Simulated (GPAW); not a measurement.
BP:

```xyz
2
Lattice="0.0000 2.2690 2.2690 2.2690 0.0000 2.2690 2.2690 2.2690 0.0000" Properties=species:S:1:pos:R:3 pbc="T T T"
P     1.1345    1.1345    1.1345
B     0.0000    0.0000    0.0000
```

Base run:

| Property | Result |
| --- | --- |
| Program | GPAW 26.7.0 |
| Functional | RPBE |
| Potentials or basis | the program's PAW data sets (release 1.2.1) made for this functional |
| Cutoff | 800 eV |
| Basis | pw |
| k mesh | 10 × 10 × 10 |
| Occupations | fermi-dirac, width 0.05 eV |
| Spin | no spin polarisation |

Its results: band gap on the k mesh 1.27 eV, indirect (least direct gap 3.41 eV); pressure 4.2 GPa.

Question: The run is repeated on the same cell with these changes: functional from RPBE to revPBE. What comes out?

Answer: Band gap on the k mesh 1.26 eV, indirect (least direct gap 3.41 eV); pressure 3.5 GPa.
